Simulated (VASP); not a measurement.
## C: single point with LDA

Crystal: C.

```xyz
16
Lattice="0.0000 3.6852 3.6852 3.6852 0.0000 3.6852 3.6852 3.6852 0.0000" Properties=species:S:1:pos:R:3 pbc="T T T"
C     0.1311   -0.0867    0.1004
C     1.0735    0.8676    0.9200
C     2.1061    1.9245   -0.0191
C     2.7079    2.8619    1.0251
C     2.0230    0.0896    1.8927
C     2.8928    0.8860    2.8542
C     3.6395    1.9937    1.8248
C     4.6672    2.8709    2.7995
C     0.1211    1.9141    1.6995
C     0.9677    2.6635    2.8286
C     1.7172    3.6927    1.9707
C     2.9582    4.6116    2.7860
C     2.0467    1.9097    3.8228
C     2.8903    2.7326    4.6523
C     3.7326    3.7397    3.6108
C     4.5258    4.8246    4.6149
```

The cell was built by a generator and needn't be a form met in nature.

* Program: VASP 6.6.1
* Task: single point
* Functional: LDA
* Potentials or basis: VASP PAW LDA potentials, release 64 (C)
* Cutoff: 520 eV
* k mesh: 3 × 3 × 3
* Occupations: fermi-dirac, width 0.24 eV
* Spin: no spin polarisation

```json
{
  "Pressure": "-38.3 GPa",
  "Largest force": "7.750 eV/Å",
  "Band gap on the k mesh": "2.04 eV, direct"
}
```

Forces on the atoms (eV/Å):
```
C   -1.461  2.636 -1.143
C    0.836  2.507 -0.503
C   -5.477 -1.443  0.409
C    1.701 -0.624 -1.243
C   -2.594 -2.255  0.266
C    0.141  2.436 -0.158
C    2.563 -1.872  3.152
C    2.087 -1.330 -1.506
C    2.254 -5.084  5.397
C    1.291  3.389 -0.364
C    3.456  2.136 -2.233
C   -5.233  2.326 -2.507
C   -5.137 -3.701 -3.332
C   -0.353  4.906 -1.123
C    2.687  0.221  3.558
C    3.240 -4.248  1.329
```

Stress tensor (GPa, compression positive):
```
-39.40   1.46   3.86
  1.46 -38.06  -2.95
  3.86  -2.95 -37.38
```

Levels at points of the mesh, in eV from the valence-band top:
```csv
k point,band 29,band 30,band 31,band 32,band 33,band 34,band 35,band 36
"(0.00, 0.00, 0.00)",-2.47,-1.51,-0.88,0.00,2.04,2.45,2.60,2.95
```

It took 2.6 min on 1 thread of AMD EPYC 7R43 64-Core Processor (Zen 3), on a shared host, peak memory 0.16 GiB.

Caveat: the k mesh is coarse (spacing up to 0.49 Å⁻¹), so the values aren't converged; a pressure of tens of GPa on the cell as given is suspect, and the run, the potentials or the cell itself is likely at fault; an odd mesh through Γ misses points on the zone boundary, where band edges often lie; forces of over 1 eV/Å show positions far from the minimum, so gaps and moduli don't describe the material at rest.
